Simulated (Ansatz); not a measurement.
GaN (P6_3mc): elasticity against pressure

```
Ga N
1.0
     3.18259    0.00000    0.00000
    -1.59129    2.75620    0.00000
     0.00000    0.00000    5.18543
Ga N
2 2
Cartesian
  0.0000 1.8375 -0.0042
  1.5913 0.9187 2.5885
  0.0000 1.8375 1.9487
  1.5913 0.9187 4.5414
```

This is the zero-pressure cell. At each pressure cell and atoms are relaxed in this structure, and the constants are slopes of the stress at strains of ±0.005 with relaxed ions (the coefficients that govern stability under load). Level: PBEsol, PAW on Ansatz 0.2.0's default frozen-core files (fitted under PBE), scalar-relativistic; k mesh 8×8×4, strains of ±0.005, fixed occupations, cutoff 420 eV. P is the pressure of the relaxed cell, less that of this one.

```csv
P (GPa),V/V₀,C11 (GPa),C12 (GPa),C13 (GPa),C33 (GPa),C44 (GPa)
0.00,1.0000,343.9,127.9,92.8,382.3,91.5
0.99,0.9948,348.6,132.4,96.7,387.5,91.5
1.97,0.9898,353.0,136.7,100.6,392.5,91.4
4.01,0.9799,362.5,145.8,108.6,402.6,91.5
7.01,?,?,?,?,?,?
10.00,0.9533,387.9,172.0,132.3,431.5,91.0
15.00,0.9338,406.8,193.0,152.1,454.5,90.1
```

Task: Does the bulk modulus from the constants agree with the pressure-volume curve?

Result: A third-order Birch-Murnaghan fit to the volumes shown (F against f, f = [(V₀/V)^(2/3) − 1]/2) gives B₀ = 188.6 GPa and B′ = 4.4. Its −V dP/dV stands beside the Reuss value 1/ΣS_ij (i, j ≤ 3):

```
P (GPa)  from P(V)  from the constants
   0.00      188.6               188.6
   0.99      192.9               192.9
   1.97      197.2               197.1
   4.01      205.9               206.0
  10.00      231.2               231.2
  15.00      251.8               251.4
```

Task: What are the pressure derivatives at zero pressure?

Result: Slopes at V₀ of quadratic fits in −ln(V/V₀) through the first four rows shown, divided by B₀: dC11/dP = 4.6, dC12/dP = 4.4, dC13/dP = 3.9, dC33/dP = 5.3, dC44/dP = -0.1. The mean slopes up to 2.0 GPa are 4.6, 4.4, 3.9, 5.2, 0.0; curvature and scatter of the constants part the two.

Task: Fill the row at 7.01 GPa.

Result: Cubic fits in −ln(V/V₀) through all rows shown give C11 = 375.5, C12 = 159.0, C13 = 120.5, C33 = 417.3, C44 = 91.3 GPa. Computed: V/V₀ = 0.9661, C11 (GPa) = 375.6, C12 (GPa) = 159.1, C13 (GPa) = 120.4, C33 (GPa) = 417.3, C44 (GPa) = 91.3.

Task: Does a shear stiffness soften?

Result: C44 goes from 91.5 to 90.1 GPa; (C11 − C12)/2 goes from 108.0 to 106.9 GPa, through a maximum of 108.3 near 4 GPa. Neither ends more than 3 % under its start, and the lattice stays mechanically stable over this range.

Caveats: no other phase was computed; many crystals of this kind change structure within this range, and rows or crossings beyond such a change describe a metastable lattice; frozen-core PAW files fitted under PBE, their cores solved anew for the functional of the run; constants at zero field, no piezoelectric stiffening; phonons weren't checked at these pressures.
